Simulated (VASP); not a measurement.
GaAs:

```
Ga As
1.0
     0.00000    2.82685    2.82685
     2.82685    0.00000    2.82685
     2.82685    2.82685    0.00000
Ga As
1 1
Direct
  0.00000 0.00000 0.00000
  0.25000 0.25000 0.25000
```

| Quantity | Value |
| --- | --- |
| Program | VASP 6.6.1 |
| Task | relaxation of cell and atoms |
| Functional | PBE |
| Potentials or basis | VASP PAW PBE potentials, release 64 (Ga_d, As) |
| Cutoff | 600 eV |
| k mesh | 10 × 10 × 10 |
| Occupations | gaussian, width 0.03 eV |
| Spin | no spin polarisation |

At the start: pressure 3.4 GPa; volume 22.59 Å³/atom.

Problem. Where does the relaxation end?

Solution. Over 3 steps the energy falls by 12.1 meV/atom and the volume is 23.77 Å³/atom (+5.2 %); space group F-43m (No. 216, to 0.05 Å).

The path:
| step | energy change (eV) | largest force (eV/Å) | pressure (GPa) | volume (Å³) |
| --- | --- | --- | --- | --- |
| 1 | 0.0000 | 0.0000 | 3.45 | 45.18 |
| 2 | -0.0210 | 0.0000 | -1.02 | 48.43 |
| 3 | -0.0241 | 0.0000 | -0.06 | 47.53 |

Final structure:
```xyz
2
Lattice="0.0000 2.8751 2.8751 2.8751 0.0000 2.8751 2.8751 2.8751 0.0000" Properties=species:S:1:pos:R:3 pbc="T T T"
Ga    0.0000    0.0000    0.0000
As    1.4376    1.4376    1.4376
```
